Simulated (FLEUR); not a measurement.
# HfN (Fm-3m) in FLEUR: notebook

One crystal, HfN, is run at these levels: PBEsol; tasks: equation of state.

Everything below comes from runs of FLEUR MaX-R8.1 (later development tree). Logs are shortened: lines on timing, memory, paths and dates and some standing lists are left out, and cuts for length are marked.

## 1. Starting point

It takes space group Fm-3m (No. 225, cubic). The conventional cell has a = 4.512 Å, b = 4.512 Å, c = 4.512 Å, α = 90.00°, β = 90.00°, γ = 90.00°. Hf (site symmetry m-3m) is surrounded by 6 N at 2.26 Å. Around N (site symmetry m-3m) lie 6 Hf at 2.26 Å.

## 2. Equation of state, PBEsol, 10.79 Å³/atom (volume scaled by 0.94)

The input, inp.xml:

```xml
<?xml version="1.0" encoding="UTF-8" standalone="no"?>
<fleurInput fleurInputVersion="0.39">
   <comment>
      HfN                                                                                                 
   </comment>
   <calculationSetup>
      <cutoffs Kmax="4.93" Gmax="15.3" GmaxXC="15.3" numbands="0"/>
      <scfLoop itmax="60" minDistance="0.00001" maxIterBroyd="15" imix="Anderson" alpha="0.05" precondParam="0.0" spinf="2.0" sdNocoIR="T"/>
      <coreElectrons ctail="T" frcor="F" kcrel="0" coretail_lmax="0"/>
      <xcFunctional name="PBEs" relativisticCorrections="F"/>
      <magnetism jspins="1"/>
      <soc l_soc="F" theta="0.0" phi="0.0" spav="F"/>
      <expertModes spex="0" secvar="F"/>
      <geometryOptimization l_f="F" forcealpha="1.0" forcemix="BFGS" epsdisp="0.0005" epsforce="0.0002"/>
      <ldaU l_linMix="F" mixParam="0.05" spinf="1.0"/>
   </calculationSetup>
   <cell>
      <bzIntegration valenceElectrons="31.0" mode="hist" fermiSmearingEnergy="0.00183747">
         <kPointListSelection listName="default-1"/>
         <!-- k-points included here -->
         <xi:include xmlns:xi="http://www.w3.org/2001/XInclude" href="kpts.xml"> </xi:include>
      </bzIntegration>
      <!-- symmetry operations included here -->
      <xi:include xmlns:xi="http://www.w3.org/2001/XInclude" href="sym.xml"> </xi:include>
      <bulkLattice scale="0.9795861087">
         <bravaisMatrix>
            <row-1>    0.0000000000000000     4.2632221370975998     4.2632221370975998</row-1>
            <row-2>    4.2632221370975998     0.0000000000000000     4.2632221370975998</row-2>
            <row-3>    4.2632221370975998     4.2632221370975998     0.0000000000000000</row-3>
         </bravaisMatrix>
      </bulkLattice>
   </cell>
   <atomSpecies>
      <species name="Hafnium (Hf)" element="Hf" atomicNumber="72">
         <mtSphere radius="2.37" gridPoints="807" logIncrement="0.016"/>
         <atomicCutoffs lmax="10" lnonsphr="10"/>
         <electronConfig flipSpins="F">
            <coreConfig>(1s1/2) (2s1/2) (2p1/2) (2p3/2) (3s1/2) (3p1/2) (3p3/2) (4s1/2) (3d3/2) (3d5/2) (4p1/2) (4p3/2) (4d3/2) (4d5/2)</coreConfig>
            <valenceConfig>(5s1/2) (5p1/2) (5p3/2) (6s1/2) (4f5/2) (4f7/2) (5d3/2) (5d5/2)</valenceConfig>
            <stateOccupation state="(5d3/2)" spinUp="0.400000" spinDown="0.400000"/>
            <stateOccupation state="(5d5/2)" spinUp="0.600000" spinDown="0.600000"/>
         </electronConfig>
         <energyParameters s="6" p="6" d="5" f="4"/>
         <lo type="SCLO" l="0" n="5" eDeriv="0"/>
         <lo type="SCLO" l="1" n="5" eDeriv="0"/>
         <lo type="SCLO" l="2" n="5" eDeriv="2"/>
         <lo type="SCLO" l="3" n="4" eDeriv="2"/>
      </species>
      <species name="Nitrogen (N)" element="N" atomicNumber="7">
         <mtSphere radius="1.46" gridPoints="499" logIncrement="0.021"/>
         <atomicCutoffs lmax="8" lnonsphr="8"/>
         <electronConfig flipSpins="F">
            <coreConfig>(1s1/2)</coreConfig>
            <valenceConfig>(2s1/2) (2p1/2) (2p3/2)</valenceConfig>
            <stateOccupation state="(2p1/2)" spinUp="0.500000" spinDown="0.500000"/>
            <stateOccupation state="(2p3/2)" spinUp="1.000000" spinDown="1.000000"/>
         </electronConfig>
         <energyParameters s="2" p="2" d="3" f="4"/>
         <lo type="SCLO" l="0" n="2" eDeriv="2"/>
         <lo type="SCLO" l="1" n="2" eDeriv="2"/>
         <lo type="SCLO" l="2" n="3" eDeriv="2"/>
      </species>
   </atomSpecies>
   <atomGroups>
      <atomGroup species="Hafnium (Hf)">
         <relPos label="                   1">.0000000000 .0000000000 .0000000000</relPos>
         <force calculate="T" relaxXYZ="TTT"/>
      </atomGroup>
      <atomGroup species="Nitrogen (N)">
         <relPos label="                   2">1.000/2.000 1.000/2.000 1.000/2.000</relPos>
         <force calculate="T" relaxXYZ="TTT"/>
      </atomGroup>
   </atomGroups>
   <output dos="F" band="F" slice="F">
      <checks vchk="F" cdinf="F"/>
      <bandDOS minEnergy="-.5*Htr" maxEnergy="0.5*Htr" sigma="0.015" storeEVData="T"/>
      <vacuumDOS vacdos="F" integ="F" star="F" nstars="0" locx1="0.0" locy1="0.0" locx2="0.0" locy2="0.0" nstm="0" tworkf="0.0"/>
      <unfoldingBand unfoldBand="F" supercellX="1" supercellY="1" supercellZ="1"/>
      <plotting iplot="0" polar="F">
         <plot TwoD="T" vec1="  1.0  0.0  0.0" vec2="  0.0  1.0  0.0" vec3="  0.0  0.0  1.0" zero="  0.0  0.0  0.0" file="plot"/>
      </plotting>
      <chargeDensitySlicing numkpt="0" minEigenval="0.0" maxEigenval="0.0" nnne="0" pallst="F"/>
      <specialOutput eonly="F"/>
      <moessbauerParams electricFieldGradient="T" isomerShift="T" coreHyperfine="T" valenceHyperfine="T"/>
      <magneticCircularDichroism mcd="F" energyLo="-10.0" energyUp="0.0"/>
   </output>
  <!-- We include the file relax.xml here to enable relaxations (see documentation) -->
  <xi:include xmlns:xi="http://www.w3.org/2001/XInclude" href="relax.xml"> <xi:fallback/> </xi:include>
</fleurInput>
```

Potentials or basis: all-electron, FLAPW.

On the command line:

```console
> inpgen -f crystal.txt -profile fastHighL
> # inp.xml edited to the form shown
> fleur_MPI
```

Log:

```text
Welcome to FLEUR        (www.flapw.de)
      MaX-Release 8.1          (www.max-centre.eu)

 ========== k-point set info ==========
 Selected k-point list: default-1
 k-point list type: mesh
 10 x 10 x 10
 Number of k points: 47

 ------------Calculation Setup---------------------------
 Number of MPI-tasks      :            1
 Number of PE/node        :            1
 Number of OMP-threads    :            1
 Most efficient MPI parallelization for:
           1          47
 Additional eigenvalue parallelization possible
 Number of basis functions:          360
 Approximate size of matrices (H+S) per k-point:         0.002 GB
 --------------------------------------------------------
 Iteration:     1   Distance:      26.97847457 me/bohr^3
 Iteration:     2   Distance:      22.72961123 me/bohr^3
 Iteration:     3   Distance:       8.15348150 me/bohr^3
 Iteration:     4   Distance:       6.40132219 me/bohr^3
 Iteration:     5   Distance:       3.99379458 me/bohr^3
 Iteration:     6   Distance:       0.48771808 me/bohr^3
 Iteration:     7   Distance:       0.42378532 me/bohr^3
 Iteration:     8   Distance:       0.05063238 me/bohr^3
 Iteration:     9   Distance:       0.04331096 me/bohr^3
 Iteration:    10   Distance:       0.01014769 me/bohr^3
 Iteration:    11   Distance:       0.00323603 me/bohr^3
 Iteration:    12   Distance:       0.00250846 me/bohr^3
 Iteration:    13   Distance:       0.00003655 me/bohr^3
 Iteration:    14   Distance:       0.00005179 me/bohr^3
 Iteration:    15   Distance:       0.00000401 me/bohr^3

 ********************************************************************
 Run finished successfully
 Stop message:
   all done
 ********************************************************************
```

out.xml (last iteration):

```text
<iteration numberForCurrentRun="   15" overallNumber="   15">
         <energyParameters units="Htr">
            <atomicEP atomType="1" spin="1" branch="6s" branchLowest="-1.59" branchHighest="2.90" value="0.3643891289"/>
            <atomicEP atomType="1" spin="1" branch="6p" branchLowest="-0.34" branchHighest="3.93" value="0.4905429208"/>
            <atomicEP atomType="1" spin="1" branch="5d" branchLowest="-6.75" branchHighest="1.34" value="0.5331543396"/>
            <atomicEP atomType="1" spin="1" branch="4f" branchLowest="-9.99" branchHighest="0.21" value="0.2272641112"/>
            <loAtomicEP atomType="1" spin="1" branch="5s" branchLowest="-17.96" branchHighest="-1.59" value="-1.6403624292"/>
            <loAtomicEP atomType="1" spin="1" branch="5p" branchLowest="-13.06" branchHighest="-0.34" value="-0.5147738560"/>
            <loAtomicEP atomType="1" spin="1" branch="5d" branchLowest="-6.75" branchHighest="1.34" value="0.5314029631"/>
            <loAtomicEP atomType="1" spin="1" branch="4f" branchLowest="-9.99" branchHighest="0.21" value="0.2059462984"/>
            <atomicEP atomType="2" spin="1" branch="2s" branchLowest="-13.17" branchHighest="1.60" value="-0.0445414969"/>
            <atomicEP atomType="2" spin="1" branch="2p" branchLowest="-9.99" branchHighest="1.74" value="0.2610387802"/>
            <atomicEP atomType="2" spin="1" branch="3d" branchLowest="-9.99" branchHighest="5.99" value="0.4998605882"/>
            <atomicEP atomType="2" spin="1" branch="4f" branchLowest="-9.99" branchHighest="10.08" value="0.6600061067"/>
            <loAtomicEP atomType="2" spin="1" branch="2s" branchLowest="-13.17" branchHighest="1.60" value="-0.0445414969"/>
            <loAtomicEP atomType="2" spin="1" branch="2p" branchLowest="-9.99" branchHighest="1.74" value="0.2609826875"/>
            <loAtomicEP atomType="2" spin="1" branch="3d" branchLowest="-9.99" branchHighest="5.99" value="0.4998614045"/>
         </energyParameters>
         <eigenvalues>
            <eigenvaluesAt spin="1" ikpt="1" k_x="0.00000000" k_y="0.00000000" k_z="0.00000000">
                      -1.6433718602       -0.4800191187       -0.4800191187       -0.4800191187       -0.0035154808
                       0.1961784148        0.1961784148        0.1961784148        0.1979423999        0.2025298937
                       0.2025298937        0.2025298937        0.5442140271        0.5442140271        0.5442140271
                       0.6360951024        0.6360951024        0.6360951024        0.7286040150        0.7286040150
                       0.7412670368        1.0086205443        1.6047717300        1.6047717300
            </eigenvaluesAt>
            <eigenvaluesAt spin="1" ikpt="2" k_x="0.00000000" k_y="0.00000000" k_z="0.10000000">
                      -1.6430767696       -0.4848858617       -0.4803977612       -0.4803977612        0.0060925395
                       0.1962272652        0.1965633607        0.1965633607        0.1981657664        0.2022015440
                       0.2022015440        0.2025403423        0.5082832684        0.5209804061        0.5209804061
                       0.6469181871        0.6494503084        0.6494503084        0.7589373695        0.7589373695
                       0.7664751610        1.0383967825        1.4905389457        1.5372254016
            </eigenvaluesAt>
            <eigenvaluesAt spin="1" ikpt="3" k_x="0.00000000" k_y="0.00000000" k_z="0.20000000">
                      -1.6423019593       -0.4970113696       -0.4813828860       -0.4813828860        0.0314888271
                       0.1967185825        0.1976323922        0.1976323922        0.1988113353        0.2014029616
                       0.2014029616        0.2025740512        0.4436095045        0.4795500838        0.4795500838
                       0.6640280572        0.6822615281        0.6822615281        0.8195636409        0.8262062455
                       0.8262062455        1.1113607653        1.3652448393        1.4167858072
            </eigenvaluesAt>
            <eigenvaluesAt spin="1" ikpt="4" k_x="0.00000000" k_y="0.00000000" k_z="0.30000000">
[... 22 lines left out ...]
            <state n="2" l="1" j="1.5" energy="-346.3962951755" weight="2.0000000000"/>
            <state n="3" l="0" j="0.5" energy="-92.4499237023" weight="1.0000000000"/>
            <state n="3" l="1" j="0.5" energy="-84.3019679506" weight="1.0000000000"/>
            <state n="3" l="1" j="1.5" energy="-74.9210113095" weight="2.0000000000"/>
            <state n="4" l="0" j="0.5" energy="-17.9604893543" weight="1.0000000000"/>
            <state n="3" l="2" j="1.5" energy="-61.1299042650" weight="2.0000000000"/>
            <state n="3" l="2" j="2.5" energy="-59.0834447787" weight="3.0000000000"/>
            <state n="4" l="1" j="0.5" energy="-14.6241079132" weight="1.0000000000"/>
            <state n="4" l="1" j="1.5" energy="-12.4739033342" weight="2.0000000000"/>
            <state n="4" l="2" j="1.5" energy="-6.9915741675" weight="2.0000000000"/>
            <state n="4" l="2" j="2.5" energy="-6.5978072569" weight="3.0000000000"/>
         </coreStates>
         <coreStates atomType="     2" atomicNumber="  7" spin="1" kinEnergy="     43.9046491141" eigValSum="    -26.3380490183" lostElectrons=" 0.000007">
            <state n="1" l="0" j="0.5" energy="-13.1690245092" weight="1.0000000000"/>
         </coreStates>
         <allElectronCharges>
            <spinDependentCharge spin="1" total="79.0000000" interstitial="3.8179463" mtSpheres="75.1820537"/>
            <totalCharge value="78.9999999977"/>
         </allElectronCharges>
         <moessbauerParams unitsHFF="kG" unitsIS="e/bohr^3" unitsEFG="Htr/bohr^2">
            <coreIsomerShift atomType="1" isTotal="1280493.35529">
               <shell n="1" l="0" isomerShift="1075901.43432"/>
               <shell n="2" l="0" isomerShift="151307.27806"/>
               <shell n="2" l="1" isomerShift="8621.82458"/>
               <shell n="3" l="0" isomerShift="33733.11452"/>
               <shell n="3" l="1" isomerShift="2144.37284"/>
               <shell n="4" l="0" isomerShift="8272.60646"/>
               <shell n="3" l="2" isomerShift="0.00081"/>
               <shell n="4" l="1" isomerShift="512.72350"/>
               <shell n="4" l="2" isomerShift="0.00020"/>
            </coreIsomerShift>
            <coreIsomerShift atomType="2" isTotal="199.61294">
               <shell n="1" l="0" isomerShift="199.61294"/>
            </coreIsomerShift>
            <isomerShift atomType="1" nucleusRadius="0.0001330" averageDensity="1281924.42441"/>
            <isomerShift atomType="2" nucleusRadius="0.0000569" averageDensity="208.40853"/>
            <electricFieldGradient atomType="1" VXX="0.00000" VYY="0.00000" VZZ="0.00000" asymParam="0.00000">
            </electricFieldGradient>
            <electricFieldGradient atomType="2" VXX="0.00000" VYY="0.00000" VZZ="0.00000" asymParam="0.00000">
            </electricFieldGradient>
         </moessbauerParams>
         <totalEnergy                                    value="   -15147.9800143223" units="Htr">
            <sumOfEigenvalues                            value="    -9233.1341964801">
               <coreElectrons value="-9233.0057238514"/>
               <valenceElectrons value="-0.1284726287"/>
            </sumOfEigenvalues>
            <densityCoulombPotentialIntegral value="-25760.8847172621"/>
            <densityEffectivePotentialIntegral value="-26171.8910598411"/>
            <chargeDenXCDenIntegral value="-312.1800339226"/>
            <FockExchangeEnergyValence value="0.0000000000"/>
            <FockExchangeEnergyCore value="0.0000000000"/>
            <atomTypeDependentContributions atomType="1">
               <electronNucleiInteractionDifferentMTs value="18775.4347208354"/>
               <MadelungTerm value="-51.6955115608"/>
            </atomTypeDependentContributions>
            <atomTypeDependentContributions atomType="2">
               <electronNucleiInteractionDifferentMTs value="62.0664713367"/>
               <MadelungTerm value="-4.9177813967"/>
            </atomTypeDependentContributions>
            <tkbTimesEntropy value="0.0002177330"/>
            <freeEnergy value="-15147.9802320552"/>
            <extrapolationTo0K value="-15147.9801231887"/>
         </totalEnergy>
         <densityConvergence units="me/bohr^3">
            <chargeDensity spin="1" distance="0.0000040050"/>
         </densityConvergence>
      </iteration>
```

Run time: 24 s. Hardware: 1 thread of AMD EPYC 9R45 (Zen 5), shared host; peak memory 0.07 GiB.

What came out:

```
Free energy                                           : -412197.5409 eV
Band gap on the k mesh                                : none (metal or under the smearing width)
Valence electrons inside the program's atomic spheres : Hf 23.64; N 3.54 (radii Hf 2.37, N 1.46 bohr)
```

## 3. Equation of state, PBEsol, 11.02 Å³/atom (volume scaled by 0.96)

inp.xml: that of step 2 with these lines changed.

```diff
@@ -24,3 +24,3 @@
       <xi:include xmlns:xi="http://www.w3.org/2001/XInclude" href="sym.xml"> </xi:include>
-      <bulkLattice scale="0.9795861087">
+      <bulkLattice scale="0.9864848297">
          <bravaisMatrix>
```

Potentials or basis: all-electron, FLAPW.

On the command line:

```console
> inpgen -f crystal.txt -profile fastHighL
> # inp.xml edited to the form shown
> fleur_MPI
```

It took 24 s on 1 thread of AMD EPYC 9R45 (Zen 5), shared host; peak memory 0.07 GiB.

Results (log left out):

* Free energy: -412197.5810 eV
* Band gap on the k mesh: none (metal or under the smearing width)
* Valence electrons inside the program's atomic spheres: Hf 23.60; N 3.53 (radii Hf 2.37, N 1.46 bohr)

## 4. Equation of state, PBEsol, 11.25 Å³/atom (volume scaled by 0.98)

inp.xml: that of step 3 with these lines changed.

```diff
@@ -24,3 +24,3 @@
       <xi:include xmlns:xi="http://www.w3.org/2001/XInclude" href="sym.xml"> </xi:include>
-      <bulkLattice scale="0.9864848297">
+      <bulkLattice scale="0.9932883884">
          <bravaisMatrix>
```

On the command line:

```console
> inpgen -f crystal.txt -profile fastHighL
> # inp.xml edited to the form shown
> fleur_MPI
```

Wall time 24 s (1 thread of AMD EPYC 9R45 (Zen 5), shared host); peak memory 0.07 GiB.

Results (log left out):

```
Free energy                                           : -412197.6013 eV
Band gap on the k mesh                                : none (metal or under the smearing width)
Valence electrons inside the program's atomic spheres : Hf 23.56; N 3.51 (radii Hf 2.37, N 1.46 bohr)
```

## 5. Equation of state, PBEsol, 11.48 Å³/atom

inp.xml: that of step 4 with these lines changed.

```diff
@@ -24,3 +24,3 @@
       <xi:include xmlns:xi="http://www.w3.org/2001/XInclude" href="sym.xml"> </xi:include>
-      <bulkLattice scale="0.9932883884">
+      <bulkLattice scale="1.0000000000">
          <bravaisMatrix>
```

On the command line:

```console
> inpgen -f crystal.txt -profile fastHighL
> # inp.xml edited to the form shown
> fleur_MPI
```

Wall time 24 s (1 thread of AMD EPYC 9R45 (Zen 5), shared host); peak memory 0.07 GiB.

Results (log left out):

| Property | Result |
| --- | --- |
| Free energy | -412197.6044 eV |
| Band gap on the k mesh | none (metal or under the smearing width) |
| Valence electrons inside the program's atomic spheres | Hf 23.52; N 3.50 (radii Hf 2.37, N 1.46 bohr) |

## 6. Equation of state, PBEsol, 11.71 Å³/atom (volume scaled by 1.02)

inp.xml: that of step 5 with these lines changed.

```diff
@@ -24,3 +24,3 @@
       <xi:include xmlns:xi="http://www.w3.org/2001/XInclude" href="sym.xml"> </xi:include>
-      <bulkLattice scale="1.0000000000">
+      <bulkLattice scale="1.0066227096">
          <bravaisMatrix>
```

Potentials or basis: all-electron, FLAPW.

On the command line:

```console
> inpgen -f crystal.txt -profile fastHighL
> # inp.xml edited to the form shown
> fleur_MPI
```

Run time: 24 s. Hardware: 1 thread of AMD EPYC 9R45 (Zen 5), shared host; peak memory 0.08 GiB.

The run converged. Its results:

* Free energy: -412197.5914 eV
* Band gap on the k mesh: none (metal or under the smearing width)
* Valence electrons inside the program's atomic spheres: Hf 23.48; N 3.48 (radii Hf 2.37, N 1.46 bohr)

## 7. Equation of state, PBEsol, 11.94 Å³/atom (volume scaled by 1.04)

inp.xml: that of step 6 with these lines changed.

```diff
@@ -24,3 +24,3 @@
       <xi:include xmlns:xi="http://www.w3.org/2001/XInclude" href="sym.xml"> </xi:include>
-      <bulkLattice scale="1.0066227096">
+      <bulkLattice scale="1.0131594038">
          <bravaisMatrix>
```

On the command line:

```console
> inpgen -f crystal.txt -profile fastHighL
> # inp.xml edited to the form shown
> fleur_MPI
```

Run time: 25 s. Hardware: 1 thread of AMD EPYC 9R45 (Zen 5), shared host; peak memory 0.07 GiB.

It converged, with:

```yaml
Free_energy: -412197.5639 eV
Band_gap_on_the_k_mesh: none (metal or under the smearing width)
Valence_electrons_inside_the_program's_atomic_spheres: Hf 23.45; N 3.47 (radii Hf 2.37, N 1.46 bohr)
```

## 8. Equation of state, PBEsol, 12.17 Å³/atom (volume scaled by 1.06)

inp.xml: that of step 7 with these lines changed.

```diff
@@ -24,3 +24,3 @@
       <xi:include xmlns:xi="http://www.w3.org/2001/XInclude" href="sym.xml"> </xi:include>
-      <bulkLattice scale="1.0131594038">
+      <bulkLattice scale="1.0196128224">
          <bravaisMatrix>
```

On the command line:

```console
> inpgen -f crystal.txt -profile fastHighL
> # inp.xml edited to the form shown
> fleur_MPI
```

Wall time 27 s (1 thread of AMD EPYC 9R45 (Zen 5), shared host); peak memory 0.08 GiB.

Results (log left out):

```
Free energy                                           : -412197.5242 eV
Band gap on the k mesh                                : none (metal or under the smearing width)
Valence electrons inside the program's atomic spheres : Hf 23.42; N 3.46 (radii Hf 2.37, N 1.46 bohr)
```

## 9. Equation of state, PBEsol

Potentials or basis: all-electron, FLAPW.

No new run: the results of the series are fitted here.

Results:

| Property | Result |
| --- | --- |
| Equilibrium volume | 11.41 Å³/atom |
| Bulk modulus | 284 GPa |
| Pressure derivative of the bulk modulus | 4.3 (rough: it moves with the points fitted) |

Energy against volume, from the lowest point:
| volume (Å³/atom) | energy (meV/atom) |
| --- | --- |
| 10.793 | 31.72 |
| 11.023 | 11.69 |
| 11.252 | 1.52 |
| 11.482 | 0.00 |
| 11.712 | 6.50 |
| 11.941 | 20.24 |
| 12.171 | 40.10 |

The run has no spin-orbit coupling, so splittings on Hf are missing.
